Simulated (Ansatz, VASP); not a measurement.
FeO (Wuestite): VASP beside Ansatz

```
Fe O
1.0
     1.48782    0.85899    2.46814
    -1.48782    0.85899    2.46814
     0.00000   -1.71798    2.46814
Fe O
1 1
Direct
  0.00000 0.00000 0.00000
  0.50000 0.50000 0.50000
```

Change from the starting cell: volume scaled by 0.94.

Alike in both runs: task single point; functional PBE; k mesh 11 × 11 × 11; occupations fermi-dirac, width 0.05 eV; collinear spin, ferromagnetic start.

|  | VASP | Ansatz |
| --- | --- | --- |
| version | VASP 6.6.1 | Ansatz 0.2.0 |
| potentials or method | VASP PAW PBE potentials, release 64 (Fe, O) | Ansatz PAW |
| plane-wave cutoff (eV) | 520 | 420 |
| valence electrons in the cell | 14 | 22 |

```tsv
	VASP	Ansatz	Ansatz less VASP
gap on the k mesh at the Fermi level (eV)	none	none	-
pressure (GPa)	11.9	11.6	-0.31
largest component of the traceless stress (GPa)	0.54	0.52	-0.029
net moment per atom (μB)	2.00	2.00	0.000
size of the moment on the site where the two differ most (μB)	3.61	3.42	-0.186
```

Site moments also hang on the region over which each program counts them. A gap of «none» marks a metal or a gap that the smearing closes. The two sets of potentials don't hold the same shells in valence.

Caveats: a cell with one magnetic atom can't hold antiferromagnetic order, which such compounds often take; semilocal functionals often make such compounds metallic where correlation or magnetic order opens a gap, which also shifts bond lengths; the pressure holds a Pulay correction of +0.7 GPa for the finite cutoff (Ansatz).
